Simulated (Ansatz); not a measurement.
BaTe under changes of volume

One of the cells (39.652 Å³/atom); the others are scaled copies at fixed shape and fractional positions:

```
CELL_PARAMETERS angstrom
0.00000 3.41000 3.41000
3.41000 0.00000 3.41000
3.41000 3.41000 0.00000
ATOMIC_POSITIONS crystal
Ba 0.00000 0.00000 0.00000
Te 0.50000 0.50000 0.50000
```

- Program: Ansatz 0.2.0
- Functional: PBEsol
- Potentials or basis: all-electron LAPW, scalar-relativistic
- Cutoff: 148 eV (chosen from the basis error)
- Basis error allowed: 0.0005 eV/atom
- k mesh: 7 × 7 × 7
- Occupations: fermi-dirac, width 0.05 eV
- Spin: no spin polarisation

```tsv
volume (Å³/atom)	energy over the lowest point (meV/atom)	pressure (GPa)	gap on the mesh (eV)
37.273	60.64	4.8	1.23
38.066	39.74	3.7	1.29
38.859	?	?	?
39.652	12.22	1.9	1.39
40.445	4.66	1.2	1.44
41.238	0.70	0.5	1.48
42.031	0.00	-0.2	1.52
```

**Question.** What does the run at 38.859 Å³/atom give?

**Answer.** Energy over the lowest point 23.77 meV/atom; pressure 2.8 GPa; gap on the mesh 1.34 eV.

Worked out: A Birch-Murnaghan fit of order 3 (a polynomial in V^(-2/3)) to the other rows has its minimum at 41.81 Å³/atom with B0 = V·E''(V) = 32 GPa and B' = 4.4. It gives 23.77 meV/atom at 38.859 Å³/atom, against the run's 23.77, and -dE/dV = 2.8 GPa, against 2.8. A straight line through the other rows of the gap, of slope 2.42 eV per unit of ln V, gives 1.34 eV, against the run's 1.34.

Energies are extrapolated to zero smearing.

Caveats: spin-orbit coupling is left out, which moves the levels of the heavy elements; an odd mesh through Γ misses points on the zone boundary, where band edges often lie.
